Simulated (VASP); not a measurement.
# KF (Carobbiite) (Fm-3m) in VASP: further runs

One crystal, KF (Carobbiite), is run at these levels: PBEsol; tasks: single point.

Program: VASP 6.6.1. These are calculated values, not measurements. Logs are shortened: lines on timing, memory, paths and dates and some standing lists are left out, and cuts for length are marked.

**1. The structure**

Symmetry: Fm-3m, No. 225, cubic system. Conventional cell: a = 5.344 Å, b = 5.344 Å, c = 5.344 Å, α = 90.00°, β = 90.00°, γ = 90.00°. K (site symmetry m-3m) is surrounded by 6 F at 2.67 Å. Around F (site symmetry m-3m) lie 6 K at 2.67 Å.

**2. Single point, PBEsol**

Input file INCAR:

```
ADDGRID = F
ALGO = Normal
EDIFF = 1E-6
ENCUT = 460
GGA = PS
ISIF = 2
ISMEAR = 0
LASPH = T
LCHARG = F
LREAL = F
LWAVE = F
NBANDS = 15
NELM = 100
PREC = Accurate
SIGMA = 0.01
```

Input file KPOINTS:

```
k-points
0
Gamma
  5 5 5
```

Input file POSCAR:

```
KF
1.0
    0.0000000000      2.6718500000      2.6718500000
    2.6718500000      0.0000000000      2.6718500000
    2.6718500000      2.6718500000      0.0000000000
K F
1 1
Direct
    0.0000000000      0.0000000000      0.0000000000
    0.5000000000      0.5000000000      0.5000000000
```

Potentials or basis: VASP PAW PBE potentials, release 64 (K_sv, F).

Command:

```sh
$ cat potpaw_PBE.64/K_sv/POTCAR potpaw_PBE.64/F/POTCAR > POTCAR
$ mpirun -np 1 vasp_std > vasp.out
```

OUTCAR:

```text
EDIFF = 1E-6
   ENCUT = 460
   GGA = PS
   ISIF = 2
   ISMEAR = 0
   LASPH = T
   LREAL = F
   NELM = 100
   PREC = Accurate

 Found     10 irreducible k-points:

 Following reciprocal coordinates:
            Coordinates               Weight
  0.000000  0.000000  0.000000      1.000000
  0.200000  0.000000  0.000000      8.000000
  0.400000  0.000000  0.000000      8.000000
  0.200000  0.200000  0.000000      6.000000
  0.400000  0.200000  0.000000     24.000000
 -0.400000  0.200000  0.000000     24.000000
   k-points           NKPTS =     10   k-points in BZ     NKDIM =     10   number of bands    NBANDS=     15
   number of dos      NEDOS =    301   number of ions     NIONS =      2
   total plane-waves  NPLWV =  21952
   dimension x,y,z NGX =    28 NGY =   28 NGZ =   28
   dimension x,y,z NGXF=    56 NGYF=   56 NGZF=   56
   ions per type =               1   1
   NGX,Y,Z   is equivalent  to a cutoff of  12.32, 12.32, 12.32 a.u.
   NGXF,Y,Z  is equivalent  to a cutoff of  24.64, 24.64, 24.64 a.u.
 SYSTEM =  unknown system
   PREC   = accura    normal or accurate (medium, high low for compatibility)
   ISTART =      0    job   : 0-new  1-cont  2-samecut
   ICHARG =      2    charge: 1-file 2-atom 10-const
   ISPIN  =      1    spin polarized calculation?
   LNONCOLLINEAR =      F non collinear calculations
   LSORBIT =      F    spin-orbit coupling
   LASPH  =      T    aspherical Exc in radial PAW
   ENCUT  =  460.0 eV  33.81 Ry    5.81 a.u.   6.61  6.61  6.61*2*pi/ulx,y,z
   NELM   =    100;   NELMIN=  2; NELMDL= -5     # of ELM steps
   EDIFF  = 0.1E-05   stopping-criterion for ELM
   LREAL  =      F    real-space projection
   EDIFFG = 0.1E-04   stopping-criterion for IOM
   NSW    =      0    number of steps for IOM
   IBRION =     -1    ionic relax: 0-MD 1-quasi-New 2-CG
   NFREE  =      0    steps in history (QN), initial steepest desc. (CG)
   ISIF   =      2    stress and relaxation
   ISYM   =      2    0-nonsym 1-usesym 2-fastsym
   POTIM  = 0.5000    time-step for ionic-motion
   TEBEG  =    0.0;   TEEND  =   0.0 temperature during run
   PSTRESS=    0.0 pullay stress
   NELECT =      16.0000    total number of electrons
   NUPDOWN=      -1.0000    fix difference up-down
   EMIN   =  10.00;   EMAX   =-10.00  energy-range for DOS
   EFERMI =   0.00;   METHOD = LEGACY
   ISMEAR =     0;   SIGMA  =   0.01  broadening in eV -4-tet -1-fermi 0-gaus
   EFERMI_NEDOS =   21; number of points for ismear=-14 and -15
   IALGO  =     38    algorithm
   IMIX   =      4    mixing-type and parameters
     AMIX     =   0.40;   BMIX     =  1.00
     AMIX_MAG =   1.60;   BMIX_MAG =  1.00
  volume/ion in A,a.u.               =      19.07       128.72
  Fermi-wavevector in a.u.,A,eV,Ry     =   1.225442  2.315750 20.431978  1.501708
  Thomas-Fermi vector in A             =   2.360480
   LORBIT       =      0    0 simple, 1 ext, 2 COOP (PROOUT), +10 PAW based schemes
   GGA     = PS    functional components
   LHFCALC =     F    Hartree Fock is set to
   AEXX    =    0.0000 exact exchange contribution
   IVDW    =     0    specifies the selected vdW correction
   LEPSILON=     F    determine dielectric tensor
   LRPA    =     F    only Hartree local field effects (RPA)
 non-spin polarized calculation
 Gauss-broadening in eV      SIGMA  =   0.01
  energy-cutoff  :      460.00
  volume of cell :       38.15
 maximum number of plane-waves:       872
 NGX is ok and might be reduce to    28
   NGX = 13   NGY = 13   NGZ = 13

 number of electron      16.0000002 magnetization

 Free energy of the ion-electron system (eV)
  ---------------------------------------------------
  ext. energy  EPLUGINS =         0.00000000
  ---------------------------------------------------
  free energy    TOTEN  =        -8.52184863 eV

  energy without entropy =       -8.52184863  energy(sigma->0) =       -8.52184863

 E-fermi :  -2.8517     XC(G=0):  -8.6080

 val. band max:       -2.9122104211   @ k =   0.0000   0.0000   0.0000
 cond. band min:       3.1221170720   @ k =   0.0000   0.0000   0.0000
 fundamental gap:      6.0343274931
 Fermi energy:        -2.8516948489

 k-point     1 :       0.0000    0.0000    0.0000
  band No.  band energies     occupation
      1     -28.8731      2.00000
      2     -21.4368      2.00000
      3     -12.1841      2.00000
      4     -12.1841      2.00000
      5     -12.1841      2.00000
      6      -2.9122      2.00000
      7      -2.9122      2.00000
      8      -2.9122      2.00000
      9       3.1221      0.00000
     10       7.7272      0.00000
     11       7.7272      0.00000
     12       7.7272      0.00000
     13       9.4015      0.00000
     14       9.4015      0.00000
     15      13.8114      0.00000

 k-point     2 :       0.2000    0.0000    0.0000
  band No.  band energies     occupation
      1     -28.8395      2.00000
      2     -21.4679      2.00000
      3     -12.2825      2.00000
      4     -12.1972      2.00000
      5     -12.1972      2.00000
      6      -3.2345      2.00000
      7      -3.0384      2.00000
      8      -3.0384      2.00000
      9       4.1631      0.00000
     10       7.2194      0.00000
     11       8.2357      0.00000
     12       8.2357      0.00000
     13       9.7806      0.00000
     14       9.7806      0.00000
     15      15.4133      0.00000

 k-point     3 :       0.4000    0.0000    0.0000
  band No.  band energies     occupation
      1     -28.7842      2.00000
      2     -21.5173      2.00000
      3     -12.4388      2.00000
      4     -12.2178      2.00000
      5     -12.2178      2.00000
      6      -3.6589      2.00000
      7      -3.2340      2.00000
      8      -3.2340      2.00000
      9       5.8705      0.00000
     10       7.2686      0.00000
     11       9.0265      0.00000
     12       9.0265      0.00000
     13      10.9878      0.00000
     14      10.9878      0.00000
     15      13.8873      0.00000

 k-point     4 :       0.2000    0.2000    0.0000
  band No.  band energies     occupation
      1     -28.8296      2.00000
      2     -21.4654      2.00000
      3     -12.2671      2.00000
      4     -12.2591      2.00000
      5     -12.2591      2.00000
      6      -3.3548      2.00000
      7      -2.9501      2.00000
      8      -2.9501      2.00000
      9       4.3850      0.00000
     10       6.5584      0.00000
     11       8.7231      0.00000
     12       8.7231      0.00000
     13       9.6858      0.00000
     14       9.7930      0.00000
     15      16.0818      0.00000

 k-point     5 :       0.4000    0.2000    0.0000
  band No.  band energies     occupation
      1     -28.7836      2.00000
      2     -21.4893      2.00000
      3     -12.4559      2.00000
      4     -12.3149      2.00000
      5     -12.2958      2.00000
      6      -3.4486      2.00000
      7      -3.1301      2.00000
      8      -3.0715      2.00000
      9       5.8905      0.00000
     10       6.3279      0.00000
     11       9.0099      0.00000
     12       9.4955      0.00000
     13      10.5613      0.00000
     14      10.7604      0.00000
     15      14.1854      0.00000

 k-point     6 :      -0.4000    0.2000    0.0000
  band No.  band energies     occupation
      1     -28.7650      2.00000
      2     -21.5057      2.00000
      3     -12.5077      2.00000
      4     -12.3683      2.00000
      5     -12.2573      2.00000
      6      -3.5344      2.00000
      7      -3.2282      2.00000
      8      -3.1574      2.00000
      9       6.3163      0.00000
     10       7.1836      0.00000
     11       8.7831      0.00000
     12       9.6322      0.00000
     13      10.9930      0.00000
     14      11.8959      0.00000
     15      12.6129      0.00000

 [... further k-points ...]

------------------------ aborting loop because EDIFF is reached ----------------------------------------

  FORCE on cell =-STRESS in cart. coord.  units (eV):
  Direction    XX          YY          ZZ          XY          YZ          ZX
  --------------------------------------------------------------------------------------
  -------------------------------------------------------------------------------------
  Total       -0.3546067     -0.3546067     -0.3546067      0.0000000      0.0000000     -0.0000000
  in kB      -14.8933137    -14.8933137    -14.8933137      0.0000000      0.0000000     -0.0000000
  external PRESSURE =     -14.8933137 kB  Pullay stress =       0.0000000 kB

 VOLUME and BASIS-vectors are now :
 -----------------------------------------------------------------------------
  energy-cutoff  :      460.00
  volume of cell :       38.15
      direct lattice vectors                 reciprocal lattice vectors
     0.000000000  2.671850000  2.671850000    -0.187136254  0.187136254  0.187136254
     2.671850000  0.000000000  2.671850000     0.187136254 -0.187136254  0.187136254
     2.671850000  2.671850000  0.000000000     0.187136254  0.187136254 -0.187136254

 POSITION                                       TOTAL-FORCE (eV/Angst)
 -----------------------------------------------------------------------------------
      0.00000      0.00000      0.00000         0.000000     -0.000000     -0.000000
      2.67185      2.67185      2.67185        -0.000000      0.000000      0.000000
 -----------------------------------------------------------------------------------
    total drift:                                0.000000      0.000000      0.000000

  FREE ENERGIE OF THE ION-ELECTRON SYSTEM (eV)
  ---------------------------------------------------
  free  energy   TOTEN  =        -8.5218486277 eV

  energy  without entropy=       -8.5218486277  energy(sigma->0) =       -8.52184863
```

Wall time 5.4 s (1 thread of Intel Xeon Platinum 8488C (Sapphire Rapids), shared host); peak memory 0.15 GiB.

The run converged, but some of its settings lie outside the range that counts as converged, so its numbers aren't taken as properties of the crystal.

Results:

```
Free energy            : -8.5218 eV
Pressure               : -1.5 GPa
Band gap on the k mesh : 6.03 eV, direct
```

Caveat: the cutoff is under 1.25 times the usual one of these potentials, so pressure, stress and relaxed cells hold a basis-set (Pulay) error; the PAW data sets were made with another functional, which shifts forces and pressure a little.

**3. Single point, PBEsol**

INCAR: that of step 2 with these lines changed.

```diff
@@ -13,3 +13,3 @@
 NELM = 100
-PREC = Accurate
-SIGMA = 0.01
+PREC = Low
+SIGMA = 0.05
```

KPOINTS is that of step 2.

POSCAR is that of step 2.

Potentials or basis: VASP PAW PBE potentials, release 64 (K_sv, F).

Command:

```sh
$ cat potpaw_PBE.64/K_sv/POTCAR potpaw_PBE.64/F/POTCAR > POTCAR
$ mpirun -np 1 vasp_std > vasp.out
```

Wall time 3.8 s (1 thread of Intel Xeon Platinum 8488C (Sapphire Rapids), shared host); peak memory 0.11 GiB.

The run converged, but some of its settings lie outside the range that counts as converged, so its numbers aren't taken as properties of the crystal.

Results:

| Property | Result |
| --- | --- |
| Free energy | -8.5260 eV |
| Pressure | -1.4 GPa |
| Band gap on the k mesh | 6.04 eV, direct |

Caveat: the cutoff is under 1.25 times the usual one of these potentials, so pressure, stress and relaxed cells hold a basis-set (Pulay) error; the PAW data sets were made with another functional, which shifts forces and pressure a little.
